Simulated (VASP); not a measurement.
Wanted: the native input for a VASP 6.6.1 run.

* Task: single point
* Functional: PBE
* Potentials or basis: VASP PAW PBE potentials, release 64 (In_d_GW, As_GW)
* Cutoff: 500 eV
* k mesh: 4 × 4 × 4
* Occupations: gaussian, width 0.02 eV
* Spin: no spin polarisation
* Further INCAR settings: ALGO = Normal; EDIFF = 1e-07; NBANDS = 16

The structure of InAs lies in POSCAR:

```
InAs
1.0
    0.0000000000      2.8773040000      2.8773040000
    2.8773040000      0.0000000000      2.8773040000
    2.8773040000      2.8773040000      0.0000000000
In As
1 1
Direct
    0.5000000000      0.5000000000      0.5000000000
    0.0000000000      0.0000000000      0.0000000000
```

Measurements of this composition are mostly on another form, of space group No. 216.

The input as run:

INCAR

```
PREC = Accurate
ENCUT = 500
EDIFF = 1E-7
ISMEAR = 0
SIGMA = 0.02
LREAL = False
LASPH = True
NELM = 100
ALGO = Normal
ISIF = 2
LWAVE = False
LCHARG = False
GGA = PE
NBANDS = 16
```

KPOINTS

```
regular mesh
0
Gamma
  4 4 4
```

Potentials or basis: VASP PAW PBE potentials, release 64 (In_d_GW, As_GW).

Command:

```bash
$ cat potpaw_PBE.64/In_d_GW/POTCAR potpaw_PBE.64/As_GW/POTCAR > POTCAR
$ mpirun -np 1 vasp_std > vasp.out
```

Results of the run:

The pressure is 0.7 GPa and the band gap on the k mesh is none (metal or under the smearing width).

Caveat: the k mesh is coarse (spacing up to 0.47 Å⁻¹), so the values aren't converged.

Wall time 12 s on 1 thread of Intel(R) Xeon(R) Platinum 8488C (Sapphire Rapids), with other jobs on the host, peak memory 0.17 GiB.
